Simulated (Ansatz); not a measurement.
Band structure of Li₃N (P6/mmm, 4 atoms in the cell).

```xyz
4
Lattice="3.5726 0.0000 0.0000 -1.7863 3.0939 0.0000 0.0000 0.0000 3.8149" Properties=species:S:1:pos:R:3 pbc="T T T"
Li     0.0000     0.0000     1.9075
Li     0.0000     2.0626     0.0000
Li     1.7863     1.0313     0.0000
N      0.0000     0.0000     0.0000
```

Computed with PBE (plane waves, PAW; Ansatz, a first-principles code).

Settings: basis.ecutwfc = 30.9 Ry; kpoints.mp_grid.grid = 6 6 5; hamiltonian.xc = pbe; hamiltonian.pseudopotentials = {kind: paw} (the program's default PAW files); scf.occupations.method = fixed; kpoints.band_path.npoints = 8.

The starting cell comes from a database of computed structures (which also holds hypothetical and non-ambient phases and stackings), without a prior relaxation at this level. Its lattice was rescaled by a random factor within 2.5 % of one.

Problem. Predict the gap along the standard path and the places of the band edges.

Solution. The gap along the path is 1.15 eV, from A to L; the smallest direct gap on it is 1.39 eV. Another conduction valley lies within 0.1 eV, so the order of the valleys is not sure.

Levels in eV from the top of the valence band on the path, bands 4 to 10:
```csv
point,4,5,6,7,8,9,10
Γ,-11.53,-1.65,-0.21,-0.21,1.18,7.52,7.52
M,-11.43,-2.37,-1.28,-0.80,4.71,4.80,7.16
K,-11.42,-2.02,-2.02,-0.69,5.40,5.40,7.64
A,-11.59,-2.81,0.00,0.00,4.12,7.15,8.35
L,-11.55,-1.43,-0.98,-0.69,1.15,6.12,8.08
H,-11.55,-1.32,-1.32,-0.37,2.44,2.44,9.66
```

Keys are those of Ansatz 0.2.
